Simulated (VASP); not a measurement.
# Sr (P6_3/mmc) in VASP: a series of runs

Runs on Sr. Level: PBE. Tasks: single point.

Everything below comes from runs of VASP 6.6.1. Logs are shortened: lines on timing, memory, paths and dates and some standing lists are left out, and cuts for length are marked.

**1. The cell of the first run**

The structure is hexagonal, space group P6_3/mmc (No. 194). Conventional cell: a = 3.968 Å, b = 3.968 Å, c = 7.141 Å, α = 90.00°, β = 90.00°, γ = 120.00°. Sr (site symmetry -6m2) is surrounded by 12 Sr at 3.97 to 4.24 Å.

This isn't the form of Sr at room conditions, which is fcc.

**2. Single point, PBE (volume 48.675 Å^3 an atom, c/a of the conventional cell 1.7999)**

File INCAR:

```
SYSTEM = Sr
PREC = Accurate
ENCUT = 520
EDIFF = 1E-7
ISMEAR = 0
SIGMA = 0.15
LREAL = .FALSE.
LASPH = .TRUE.
NELM = 60
ALGO = Fast
ISIF = 2
LWAVE = .FALSE.
LCHARG = .FALSE.
GGA = PE
NBANDS = 17
```

File KPOINTS:

```
Automatic mesh
0
G
  15 15 8
  0 0 0
```

File POSCAR:

```
Sr
1.0
    3.9675187002      0.0000000000      0.0000000000
   -1.9837593501      3.4359719843      0.0000000000
    0.0000000000      0.0000000000      7.1411369084
Sr
2
Direct
    0.3333333333      0.6666666667      0.2500000000
    0.6666666667      0.3333333333      0.7500000000
```

Potentials or basis: VASP PAW PBE potentials, release 64 (Sr_sv).

On the command line:

```
> cat potpaw_PBE.64/Sr_sv/POTCAR > POTCAR
> mpirun -np 1 vasp_std > vasp.out
```

OUTCAR:

```text
SYSTEM = Sr
   PREC = Accurate
   ENCUT = 520
   EDIFF = 1E-7
   ISMEAR = 0
   LREAL = .FALSE.
   LASPH = .TRUE.
   NELM = 60
   ISIF = 2
   GGA = PE

 ion  position               nearest neighbor table
   1  0.333  0.667  0.250-   2 4.24   2 4.24   2 4.24   2 4.24   2 4.24   2 4.24
   2  0.667  0.333  0.750-   1 4.24   1 4.24   1 4.24   1 4.24   1 4.24   1 4.24

  LATTYP: Found a hexagonal cell.
 ALAT       =     3.9675187002
 C/A-ratio  =     1.7999000000

  Lattice vectors:

 A1 = (   3.9675187002,   0.0000000000,   0.0000000000)
 A2 = (  -1.9837593501,   3.4359719843,   0.0000000000)
 A3 = (   0.0000000000,   0.0000000000,   7.1411369084)

Analysis of symmetry for initial positions (statically):
=====================================================================
 Subroutine PRICEL returns:
 Original cell was already a primitive cell.

 Routine SETGRP: Setting up the symmetry group for a
 hexagonal supercell.

 Subroutine GETGRP returns: Found 24 space group operations
 (whereof 12 operations were pure point group operations)
 out of a pool of 24 trial point group operations.

The static configuration has the point symmetry D_3d.
 The point group associated with its full space group is D_6h.

Analysis of symmetry for dynamics (positions and initial velocities):
=====================================================================
 Subroutine PRICEL returns:
 Original cell was already a primitive cell.

 Routine SETGRP: Setting up the symmetry group for a
 hexagonal supercell.

 Subroutine GETGRP returns: Found 24 space group operations
 (whereof 12 operations were pure point group operations)
 out of a pool of 24 trial point group operations.

The dynamic configuration has the point symmetry D_3d.
 The point group associated with its full space group is D_6h.

 Subroutine INISYM returns: Found 24 space group operations
 (whereof 12 operations are pure point group operations),
 and found     1 'primitive' translations

----------------------------------------------------------------------------------------

                                     Primitive cell

  volume of cell :      97.3500

  direct lattice vectors                    reciprocal lattice vectors
     3.967518700  0.000000000  0.000000000     0.252046701  0.145519231  0.000000000
    -1.983759350  3.435971984  0.000000000     0.000000000  0.291038461  0.000000000
     0.000000000  0.000000000  7.141136908     0.000000000  0.000000000  0.140033725

[... 83 lines left out ...]
   EDIFF  = 0.1E-06   stopping-criterion for ELM
   LREAL  =      F    real-space projection
   EDIFFG = 0.1E-05   stopping-criterion for IOM
   NSW    =      0    number of steps for IOM
   IBRION =     -1    ionic relax: 0-MD 1-quasi-New 2-CG
   NFREE  =      0    steps in history (QN), initial steepest desc. (CG)
   ISIF   =      2    stress and relaxation
   ISYM   =      2    0-nonsym 1-usesym 2-fastsym
   POTIM  = 0.5000    time-step for ionic-motion
   TEBEG  =    0.0;   TEEND  =   0.0 temperature during run
   PSTRESS=    0.0 pullay stress
   NELECT =      20.0000    total number of electrons
   NUPDOWN=      -1.0000    fix difference up-down
   EMIN   =  10.00;   EMAX   =-10.00  energy-range for DOS
   EFERMI =   0.00;   METHOD = LEGACY
   ISMEAR =     0;   SIGMA  =   0.15  broadening in eV -4-tet -1-fermi 0-gaus
   EFERMI_NEDOS =   21; number of points for ismear=-14 and -15
   IALGO  =     68    algorithm
   IMIX   =      4    mixing-type and parameters
     AMIX     =   0.40;   BMIX     =  1.00
     AMIX_MAG =   1.60;   BMIX_MAG =  1.00
  volume/ion in A,a.u.               =      48.67       328.48
  Fermi-wavevector in a.u.,A,eV,Ry     =   0.965990  1.825457 12.696108  0.933138
  Thomas-Fermi vector in A             =   2.095754
   LORBIT       =      0    0 simple, 1 ext, 2 COOP (PROOUT), +10 PAW based schemes
   GGA     = PE    functional components
   LHFCALC =     F    Hartree Fock is set to
   AEXX    =    0.0000 exact exchange contribution
   IVDW    =     0    specifies the selected vdW correction
   LEPSILON=     F    determine dielectric tensor
   LRPA    =     F    only Hartree local field effects (RPA)
 non-spin polarized calculation
 RMM-DIIS sequential band-by-band and
 Gauss-broadening in eV      SIGMA  =   0.15
  energy-cutoff  :      520.00
  volume of cell :       97.35
 maximum number of plane-waves:      2657
 NGX is ok and might be reduce to    30
   NGX = 15   NGY = 15   NGZ = 27

 number of electron      20.0000000 magnetization

 Free energy of the ion-electron system (eV)
  ---------------------------------------------------
  ext. energy  EPLUGINS =         0.00000000
  ---------------------------------------------------
  free energy    TOTEN  =        -3.16308645 eV

  energy without entropy =       -3.13535746  energy(sigma->0) =       -3.14922195

 E-fermi :   1.9769     XC(G=0):  -7.7283

 val. band max:        1.9737339230   @ k =   0.3333   0.2000   0.1250
 cond. band min:       1.9842596821   @ k =   0.3333   0.2667   0.3750
 fundamental gap:      0.0105257592
 Fermi energy:         1.9768876265

 k-point     1 :       0.0000    0.0000    0.0000
  band No.  band energies     occupation
      1     -34.3831      2.00000
      2     -34.3676      2.00000
      3     -16.4798      2.00000
      4     -16.2540      2.00000
      5     -16.2540      2.00000
      6     -16.2490      2.00000
[... 457 lines left out ...]
      4     -16.5024      2.00000
      5     -16.4014      2.00000
      6     -16.3653      2.00000
[... 9 lines left out ...]
     16       5.9663      0.00000
     17       6.2743      0.00000

 [... further k-points ...]

------------------------ aborting loop because EDIFF is reached ----------------------------------------

  FORCE on cell =-STRESS in cart. coord.  units (eV):
  Direction    XX          YY          ZZ          XY          YZ          ZX
  --------------------------------------------------------------------------------------
  -------------------------------------------------------------------------------------
  Total        1.7312411      1.7312411     -0.0587992      0.0000000      0.0000000      0.0000000
  in kB       28.4926069     28.4926069     -0.9677113      0.0000000      0.0000000      0.0000000
  external PRESSURE =      18.6725008 kB  Pullay stress =       0.0000000 kB

 VOLUME and BASIS-vectors are now :
 -----------------------------------------------------------------------------
  energy-cutoff  :      520.00
  volume of cell :       97.35
      direct lattice vectors                 reciprocal lattice vectors
     3.967518700  0.000000000  0.000000000     0.252046701  0.145519231  0.000000000
    -1.983759350  3.435971984  0.000000000     0.000000000  0.291038461  0.000000000
     0.000000000  0.000000000  7.141136908     0.000000000  0.000000000  0.140033725

 POSITION                                       TOTAL-FORCE (eV/Angst)
 -----------------------------------------------------------------------------------
     -0.00000      2.29065      1.78528        -0.000000     -0.000000      0.000000
      1.98376      1.14532      5.35585         0.000000      0.000000     -0.000000
 -----------------------------------------------------------------------------------
    total drift:                               -0.000000      0.000000     -0.000000

  FREE ENERGIE OF THE ION-ELECTRON SYSTEM (eV)
  ---------------------------------------------------
  free  energy   TOTEN  =        -3.1630864453 eV

  energy  without entropy=       -3.1353574590  energy(sigma->0) =       -3.14922195
```

OSZICAR:

```text
N       E                     dE             d eps       ncg     rms          rms(c)
DAV:   1     0.105349713273E+03    0.10535E+03   -0.94919E+03  4598   0.100E+03
DAV:   2     0.492614441171E+01   -0.10042E+03   -0.98822E+02  5947   0.229E+02
DAV:   3    -0.302324509696E+01   -0.79494E+01   -0.79275E+01  8454   0.463E+01
DAV:   4    -0.316699976526E+01   -0.14375E+00   -0.14362E+00  6022   0.583E+00
DAV:   5    -0.317038755580E+01   -0.33878E-02   -0.33873E-02  7473   0.673E-01    0.175E+01
RMM:   6    -0.316550867518E+01    0.48789E-02   -0.10753E-02  4872   0.112E+00    0.101E+01
RMM:   7    -0.316246371895E+01    0.30450E-02   -0.23235E-02  5069   0.166E+00    0.362E-01
RMM:   8    -0.316287842946E+01   -0.41471E-03   -0.65108E-03  6224   0.449E-01    0.961E-02
RMM:   9    -0.316302668129E+01   -0.14825E-03   -0.12282E-03  7587   0.136E-01    0.931E-02
RMM:  10    -0.316307165144E+01   -0.44970E-04   -0.33869E-04  7176   0.782E-02    0.115E-01
RMM:  11    -0.316308237581E+01   -0.10724E-04   -0.10007E-04  7628   0.333E-02    0.184E-02
RMM:  12    -0.316308419670E+01   -0.18209E-05   -0.24689E-05  8112   0.150E-02    0.505E-03
RMM:  13    -0.316308540502E+01   -0.12083E-05   -0.87660E-06  7396   0.877E-03    0.204E-03
RMM:  14    -0.316308588018E+01   -0.47516E-06   -0.28722E-06  6849   0.488E-03    0.166E-03
RMM:  15    -0.316308619957E+01   -0.31939E-06   -0.11857E-06  6236   0.340E-03    0.941E-04
RMM:  16    -0.316308642358E+01   -0.22401E-06   -0.41152E-07  5526   0.236E-03    0.250E-04
RMM:  17    -0.316308644533E+01   -0.21750E-07   -0.22145E-07  4455   0.150E-03
   1 F= -.31630864E+01 E0= -.31492220E+01  d E =-.277290E-01
```

stdout:

```text
POSCAR found type information on POSCAR Sr
 POSCAR found :  1 types and       2 ions
 scaLAPACK will be used
 LDA part: xc-table for (Slater+PW92), standard interpolation
 POSCAR, INCAR and KPOINTS ok, starting setup
 FFT: planning ... GRIDC
 FFT: planning ... GRID_SOFT
 FFT: planning ... GRID
 WAVECAR not read
 entering main loop
WARNING in EDDRMM: call to ZHEGV failed, returncode =   6  3      9
 num prob  num prob  num prob  num prob  num prob  num prob  num prob WARNING in EDDRMM: call to ZHEGV failed, returncode =   6  3      9
 num prob RMM:  14    -0.316308588018E+01   -0.47516E-06   -0.28722E-06  6849   0.488E-03    0.166E-03
 num prob  num prob  num prob  num prob  num prob  num prob  num prob  num prob  num prob  num prob  num prob  num prob  num prob RMM:  15    -0.316308619957E+01   -0.31939E-06   -0.11857E-06  6236   0.340E-03    0.941E-04
 num prob  num prob  num prob  num prob  num prob  num prob  num prob  num prob  num prob  num prob  num prob  num prob  num prob  num prob  num prob  num prob  num prob  num prob  num prob  num prob  num prob  num prob  num prob  num prob  num prob  num prob  num prob  num prob RMM:  16    -0.316308642358E+01   -0.22401E-06   -0.41152E-07  5526   0.236E-03    0.250E-04
 num prob  num prob  num prob  num prob WARNING in EDDRMM: call to ZHEGV failed, returncode =   8  4     12
 num prob  num prob  num prob  num prob  num prob  num prob  num prob  num prob  num prob  num prob  num prob  num prob  num prob  num prob  num prob  num prob  num prob  num prob  num prob  num prob  num prob  num prob  num prob  num prob  num prob  num prob  num prob  num prob  num prob  num prob RMM:  17    -0.316308644533E+01   -0.21750E-07   -0.22145E-07  4455   0.150E-03
```

Wall time 4.5 min (1 thread of Intel Xeon Platinum 8488C (Sapphire Rapids), shared host); peak memory 0.34 GiB.

What came out:

```
Free energy            : -3.1631 eV
Pressure               : 1.9 GPa
Band gap on the k mesh : none (metal or under the smearing width)
```

Stress tensor (GPa, compression positive):
```
 2.85  0.00  0.00
 0.00  2.85  0.00
 0.00  0.00 -0.10
```

(Continued in part 2 of 2.)
